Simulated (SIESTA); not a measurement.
Runs of SIESTA 5.4.2 on Co. The structure is hexagonal, space group P6_3/mmc (No. 194). The conventional cell has a = 2.472 Å, b = 2.472 Å, c = 4.021 Å, α = 90.00°, β = 90.00°, γ = 120.00°. Around Co (site symmetry -6m2) lie 12 Co at 2.47 Å. 

| task | level | potentials or basis | cell | k mesh | gap on the mesh (eV) | pressure (GPa) | moment (μB) |
| --- | --- | --- | --- | --- | --- | --- | --- |
| band structure | PBEsol | PseudoDojo 0.4 standard (PBEsol files), DZP (energy shift 0.003 Ry; two zetas on semicore shells) | as given | 12 × 12 × 7 | none | -5.2 | 3.19 |
| single point | PBEsol | PseudoDojo 0.4 standard (PBEsol files), DZP (energy shift 0.003 Ry; two zetas on semicore shells) | as given | 12 × 12 × 7 | none | -5.2 | 3.19 |
| single point | PBEsol | PseudoDojo 0.4 standard (PBEsol files), DZP (energy shift 0.003 Ry; two zetas on semicore shells) | atoms moved at random, drawn with an rms of 0.05 Å | 12 × 12 × 7 | none | -5.4 | 3.20 |
| band structure | LDA | PseudoDojo 0.4 standard (LDA files), DZP (energy shift 0.003 Ry; two zetas on semicore shells) | as given | 12 × 12 × 7 | none | (a) | 3.04 |

Alike in all rows: spin collinear, ferromagnetic start; smearing fermi-dirac 0.05 eV; grid cutoff 800 Ry; energy shift 0.003 Ry.

Q: Fill in the values left out.

A: (a) -14.7.

Caveats: short orbitals over semicore shells can move pressures by several GPa; the basis of atomic orbitals isn't converged, which shifts pressures, moduli and gaps.

A gap of «none» marks a metal or a gap under the smearing width.

Runs at the PBE level aren't shown here.
